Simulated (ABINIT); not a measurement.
The system is P.

```xyz
4
Lattice="1.6477 -5.4650 0.0000 1.6477 5.4650 0.0000 0.0000 0.0000 4.5436" Properties=species:S:1:pos:R:3 pbc="T T T"
P     1.6477   -4.4173    2.6754
P     1.6477    4.4173    1.8683
P     1.6477   -1.0477    0.4035
P     1.6477    1.0477    4.1401
```

Base run:

| Item | Value |
| --- | --- |
| Program | ABINIT 10.8.3 (patched build) |
| Functional | LDA |
| Potentials or basis | JTH PAW LDA v2.0 |
| Cutoff | 544 eV |
| k mesh | 5 × 5 × 4 |
| Occupations | fermi-dirac, width 0.05 eV |
| Spin | no spin polarisation |

Its results: band gap on the k mesh 0.34 eV, direct; pressure -2.0 GPa; largest force 0.200 eV/Å.

Problem. The run is repeated on the same cell with these changes: k mesh from 5 × 5 × 4 to 3 × 3 × 2. What comes out?

Solution. Band gap on the k mesh 0.52 eV, indirect (least direct gap 0.77 eV); pressure -1.8 GPa; largest force 0.342 eV/Å.

Caveats: some runs use coarse meshes; an odd mesh through Γ misses points on the zone boundary, where band edges often lie.

Not every run made on this cell is shown here.
